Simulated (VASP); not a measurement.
# C (P6_3/mmc) in VASP: single point with PBE

Aim: the single point of C with PBE.

Program: VASP 6.6.1. These are calculated values, not measurements. Logs are shortened: lines on timing, memory, paths and dates and some standing lists are left out, and cuts for length are marked.

### Step 1. The structure

The structure is hexagonal, space group P6_3/mmc (No. 194). Conventional cell: a = 2.467 Å, b = 2.467 Å, c = 7.803 Å, α = 90.00°, β = 90.00°, γ = 120.00°. C (site symmetry -6m2) is surrounded by 3 C at 1.42 Å. Around C (site symmetry -6m2) lie 3 C at 1.42 Å.

### Step 2. Single point, PBE

Input file INCAR:

```
SYSTEM = C
PREC     = Accurate       ! precision mode
ENCUT    = 520            ! plane-wave cutoff, eV
EDIFF    = 1E-6           ! SCF threshold, eV
ISMEAR   = -1             ! smearing method
SIGMA    = 0.05           ! smearing width, eV
LREAL    = .FALSE.        ! projectors in reciprocal space
LASPH    = .TRUE.         ! aspherical terms in the spheres
NELM     = 100            ! most SCF steps
ALGO     = Fast           ! electronic algorithm
ISIF     = 2              ! what is computed and relaxed
LWAVE    = .FALSE.        ! write WAVECAR
LCHARG   = .FALSE.        ! write CHGCAR
GGA      = PE             ! functional
NBANDS   = 16             ! bands
```

Input file KPOINTS:

```
Automatic mesh
0
G
  19 19 6
  0 0 0
```

Input file POSCAR:

```
C
1.0
    2.4672912616      0.0000000000      0.0000000000
   -1.2336456308      2.1367369111      0.0000000000
    0.0000000000      0.0000000000      7.8030730000
C
4
Direct
    0.0000000000      0.0000000000      0.2500000000
    0.0000000000      0.0000000000      0.7500000000
    0.3333333333      0.6666666667      0.2500000000
    0.6666666667      0.3333333333      0.7500000000
```

Potentials or basis: VASP PAW PBE potentials, release 64 (C).

Run with:

```bash
$ cat potpaw_PBE.64/C/POTCAR > POTCAR
$ mpirun -np 1 vasp_std > vasp.out
```

OUTCAR:

```text
SYSTEM = C
   PREC = Accurate
   ENCUT = 520
   EDIFF = 1E-6
   ISMEAR = -1
   LREAL = .FALSE.
   LASPH = .TRUE.
   NELM = 100
   ISIF = 2
   GGA = PE

 ion  position               nearest neighbor table
   1  0.000  0.000  0.250-   3 1.42   3 1.42   3 1.42
   2  0.000  0.000  0.750-   4 1.42   4 1.42   4 1.42
   3  0.333  0.667  0.250-   1 1.42   1 1.42   1 1.42
   4  0.667  0.333  0.750-   2 1.42   2 1.42   2 1.42

  LATTYP: Found a hexagonal cell.
 ALAT       =     2.4672912616
 C/A-ratio  =     3.1626071561

  Lattice vectors:

 A1 = (   2.4672912616,   0.0000000000,   0.0000000000)
 A2 = (  -1.2336456308,   2.1367369111,   0.0000000000)
 A3 = (   0.0000000000,   0.0000000000,   7.8030730000)

Analysis of symmetry for initial positions (statically):
=====================================================================
 Subroutine PRICEL returns:
 Original cell was already a primitive cell.

 Routine SETGRP: Setting up the symmetry group for a
 hexagonal supercell.

 Subroutine GETGRP returns: Found 24 space group operations
 (whereof 12 operations were pure point group operations)
 out of a pool of 24 trial point group operations.

The static configuration has the point symmetry D_3d.
 The point group associated with its full space group is D_6h.

Analysis of symmetry for dynamics (positions and initial velocities):
=====================================================================
 Subroutine PRICEL returns:
 Original cell was already a primitive cell.

 Routine SETGRP: Setting up the symmetry group for a
 hexagonal supercell.

 Subroutine GETGRP returns: Found 24 space group operations
 (whereof 12 operations were pure point group operations)
 out of a pool of 24 trial point group operations.

The dynamic configuration has the point symmetry D_3d.
 The point group associated with its full space group is D_6h.

 Subroutine INISYM returns: Found 24 space group operations
 (whereof 12 operations are pure point group operations),
 and found     1 'primitive' translations

----------------------------------------------------------------------------------------

                                     Primitive cell

  volume of cell :      41.1374

  direct lattice vectors                    reciprocal lattice vectors
     2.467291262  0.000000000  0.000000000     0.405302777  0.234001667  0.000000000
    -1.233645631  2.136736911  0.000000000     0.000000000  0.468003335  0.000000000
     0.000000000  0.000000000  7.803073000     0.000000000  0.000000000  0.128154639

  length of vectors
     2.467291262  2.467291262  7.803073000     0.468003335  0.468003335  0.128154639

  position of ions in fractional coordinates (direct lattice)
     0.000000000  0.000000000  0.250000000
     0.000000000  0.000000000  0.750000000
     0.333333333  0.666666667  0.250000000
     0.666666667  0.333333333  0.750000000

  ion indices of the primitive-cell ions
   primitive index   ion index
                 1           1
                 2           2
                 3           3
                 4           4

----------------------------------------------------------------------------------------

 KPOINTS: Automatic mesh

Automatic generation of k-mesh.
 Grid dimensions read from file:
 generate k-points for:   19   19    6

 Generating k-lattice:

  Cartesian coordinates                     Fractional coordinates (reciprocal lattice)
     0.021331725  0.012315877  0.000000000     0.052631579 -0.000000000  0.000000000
     0.000000000  0.024631754  0.000000000     0.000000000  0.052631579  0.000000000
     0.000000000  0.000000000  0.021359106     0.000000000  0.000000000  0.166666667

  Length of vectors
     0.024631754  0.024631754  0.021359106

  Shift w.r.t. Gamma in fractional coordinates (k-lattice)
     0.000000000  0.000000000  0.000000000

 Subroutine IBZKPT returns following result:
 ===========================================

 Found    160 irreducible k-points:

 Following reciprocal coordinates:
            Coordinates               Weight
  0.000000  0.000000  0.000000      1.000000
  0.052632  0.000000  0.000000      6.000000
  0.105263  0.000000  0.000000      6.000000
  0.157895  0.000000  0.000000      6.000000
  0.210526  0.000000  0.000000      6.000000
  0.263158  0.000000  0.000000      6.000000
[... 16 lines left out ...]
  0.263158  0.105263  0.000000     12.000000
  0.315789  0.105263  0.000000     12.000000
 [... further k-points ...]
   k-points           NKPTS =    160   k-points in BZ     NKDIM =    160   number of bands    NBANDS=     16
   number of dos      NEDOS =    301   number of ions     NIONS =      4
   total plane-waves  NPLWV =  19440
   dimension x,y,z NGX =    18 NGY =   18 NGZ =   60
   dimension x,y,z NGXF=    36 NGYF=   36 NGZF=  120
   ions per type =               4
   NGX,Y,Z   is equivalent  to a cutoff of  12.13, 12.13, 12.78 a.u.
   NGXF,Y,Z  is equivalent  to a cutoff of  24.26, 24.26, 25.57 a.u.
 SYSTEM =  C
   PREC   = accura    normal or accurate (medium, high low for compatibility)
   ISTART =      0    job   : 0-new  1-cont  2-samecut
   ICHARG =      2    charge: 1-file 2-atom 10-const
   ISPIN  =      1    spin polarized calculation?
   LNONCOLLINEAR =      F non collinear calculations
   LSORBIT =      F    spin-orbit coupling
   LASPH  =      T    aspherical Exc in radial PAW
   ENCUT  =  520.0 eV  38.22 Ry    6.18 a.u.   4.59  4.59 14.51*2*pi/ulx,y,z
   NELM   =    100;   NELMIN=  2; NELMDL= -5     # of ELM steps
   EDIFF  = 0.1E-05   stopping-criterion for ELM
   LREAL  =      F    real-space projection
   EDIFFG = 0.1E-04   stopping-criterion for IOM
   NSW    =      0    number of steps for IOM
   IBRION =     -1    ionic relax: 0-MD 1-quasi-New 2-CG
   NFREE  =      0    steps in history (QN), initial steepest desc. (CG)
   ISIF   =      2    stress and relaxation
   ISYM   =      2    0-nonsym 1-usesym 2-fastsym
   POTIM  = 0.5000    time-step for ionic-motion
   TEBEG  =    0.0;   TEEND  =   0.0 temperature during run
   PSTRESS=    0.0 pullay stress
   NELECT =      16.0000    total number of electrons
   NUPDOWN=      -1.0000    fix difference up-down
   EMIN   =  10.00;   EMAX   =-10.00  energy-range for DOS
   EFERMI =   0.00;   METHOD = LEGACY
   ISMEAR =    -1;   SIGMA  =   0.05  broadening in eV -4-tet -1-fermi 0-gaus
   EFERMI_NEDOS =   21; number of points for ismear=-14 and -15
   IALGO  =     68    algorithm
   IMIX   =      4    mixing-type and parameters
     AMIX     =   0.40;   BMIX     =  1.00
     AMIX_MAG =   1.60;   BMIX_MAG =  1.00
  volume/ion in A,a.u.               =      10.28        69.40
  Fermi-wavevector in a.u.,A,eV,Ry     =   1.195003  2.258229 19.429568  1.428033
  Thomas-Fermi vector in A             =   2.330979
   LORBIT       =      0    0 simple, 1 ext, 2 COOP (PROOUT), +10 PAW based schemes
   GGA     = PE    functional components
   LHFCALC =     F    Hartree Fock is set to
   AEXX    =    0.0000 exact exchange contribution
   IVDW    =     0    specifies the selected vdW correction
   LEPSILON=     F    determine dielectric tensor
   LRPA    =     F    only Hartree local field effects (RPA)
 non-spin polarized calculation
 RMM-DIIS sequential band-by-band and
  energy-cutoff  :      520.00
  volume of cell :       41.14
 maximum number of plane-waves:      1130
   NGX =  9   NGY =  9   NGZ = 29

 number of electron      15.9999993 magnetization

 Free energy of the ion-electron system (eV)
  ---------------------------------------------------
  ext. energy  EPLUGINS =         0.00000000
  ---------------------------------------------------
  free energy    TOTEN  =       -36.90288951 eV

  energy without entropy =      -36.90288082  energy(sigma->0) =      -36.90288517

 E-fermi :   3.4521     XC(G=0):  -9.2914

 val. band max:        3.0824314303   @ k =   0.3158   0.3158   0.0000
 cond. band min:       3.8320304868   @ k =   0.3158   0.3158   0.0000
 fundamental gap:      0.7495990565
 Fermi energy:         3.4520615313

 k-point     1 :       0.0000    0.0000    0.0000
  band No.  band energies     occupation
      1     -16.1086      2.00000
      2     -16.0249      2.00000
      3      -4.5752      2.00000
      4      -3.7247      2.00000
      5       0.3959      2.00000
      6       0.3959      2.00000
[... 8 lines left out ...]
     15      14.8192      0.00000
     16      14.8744      0.00000

 k-point     2 :       0.0526    0.0000    0.0000
  band No.  band energies     occupation
      1     -16.0430      2.00000
      2     -15.9595      2.00000
      3      -4.4959      2.00000
      4      -3.6481      2.00000
      5       0.1274      2.00000
      6       0.1323      2.00000
[... 8 lines left out ...]
     15      14.5882      0.00000
     16      14.6498      0.00000

 k-point     3 :       0.1053    0.0000    0.0000
  band No.  band energies     occupation
      1     -15.8465      2.00000
      2     -15.7642      2.00000
      3      -4.2588      2.00000
      4      -3.4191      2.00000
      5      -0.6155      2.00000
      6      -0.6070      2.00000
[... 8 lines left out ...]
     15      13.9258      0.00000
     16      14.0087      0.00000

 k-point     4 :       0.1579    0.0000    0.0000
  band No.  band energies     occupation
      1     -15.5198      2.00000
      2     -15.4395      2.00000
      3      -3.8661      2.00000
      4      -3.0405      2.00000
      5      -1.6948      2.00000
      6      -1.6815      2.00000
[... 8 lines left out ...]
     15      14.0311      0.00000
     16      14.0435      0.00000
[... 324 lines left out ...]
 k-point    22 :       0.2105    0.1053    0.0000
  band No.  band energies     occupation
      1     -14.2911      2.00000
      2     -14.2178      2.00000
      3      -4.3656      2.00000
      4      -4.3445      2.00000
      5      -2.4732      2.00000
      6      -2.4610      2.00000
[... 8 lines left out ...]
     15      15.7564      0.00000
     16      15.8966      0.00000

 k-point    23 :       0.2632    0.1053    0.0000
  band No.  band energies     occupation
      1     -13.5901      2.00000
      2     -13.5209      2.00000
      3      -5.6808      2.00000
      4      -5.6524      2.00000
      5      -2.9858      2.00000
      6      -2.9714      2.00000
[... 8 lines left out ...]
     15      16.9025      0.00000
     16      17.3038      0.00000

 k-point    24 :       0.3158    0.1053    0.0000
  band No.  band energies     occupation
      1     -12.7745      2.00000
      2     -12.7102      2.00000
      3      -7.0010      2.00000
      4      -6.9663      2.00000
      5      -3.3784      2.00000
      6      -3.3627      2.00000
[... 8 lines left out ...]
     15      17.3613      0.00000
     16      18.7013      0.00000

 [... further k-points ...]

------------------------ aborting loop because EDIFF is reached ----------------------------------------

  FORCE on cell =-STRESS in cart. coord.  units (eV):
  Direction    XX          YY          ZZ          XY          YZ          ZX
  --------------------------------------------------------------------------------------
  -------------------------------------------------------------------------------------
  Total        0.0523249      0.0523249      0.0932874     -0.0000000      0.0000000      0.0000000
  in kB        2.0378957      2.0378957      3.6332587     -0.0000000      0.0000000      0.0000000
  external PRESSURE =       2.5696834 kB  Pullay stress =       0.0000000 kB

 VOLUME and BASIS-vectors are now :
 -----------------------------------------------------------------------------
  energy-cutoff  :      520.00
  volume of cell :       41.14
      direct lattice vectors                 reciprocal lattice vectors
     2.467291262  0.000000000  0.000000000     0.405302777  0.234001667  0.000000000
    -1.233645631  2.136736911  0.000000000     0.000000000  0.468003335  0.000000000
     0.000000000  0.000000000  7.803073000     0.000000000  0.000000000  0.128154639

 POSITION                                       TOTAL-FORCE (eV/Angst)
 -----------------------------------------------------------------------------------
      0.00000      0.00000      1.95077        -0.000000      0.000000      0.000000
      0.00000      0.00000      5.85230         0.000000     -0.000000      0.000000
     -0.00000      1.42449      1.95077        -0.000000      0.000000     -0.000000
      1.23365      0.71225      5.85230         0.000000     -0.000000     -0.000000
 -----------------------------------------------------------------------------------
    total drift:                                0.000000     -0.000000      0.000000

  FREE ENERGIE OF THE ION-ELECTRON SYSTEM (eV)
  ---------------------------------------------------
  free  energy   TOTEN  =       -36.9028895141 eV

  energy  without entropy=      -36.9028808193  energy(sigma->0) =      -36.90288517
```

It took 1.9 min on 1 thread of Intel Xeon Platinum 8175M at 2.50GHz (Skylake/Cascade Lake), shared host; peak memory 0.19 GiB.

What came out:

```yaml
Free_energy: -36.9029 eV
Pressure: 0.3 GPa
Band_gap_on_the_k_mesh: 0.75 eV, direct
```

Stress tensor (GPa, compression positive):
```
0.20 0.00 0.00
0.00 0.20 0.00
0.00 0.00 0.36
```

Caveat: an odd mesh through Γ misses points on the zone boundary, where band edges often lie; this functional lacks dispersion, which binds the layers, so the pressure and a relaxed spacing across them are unreliable.
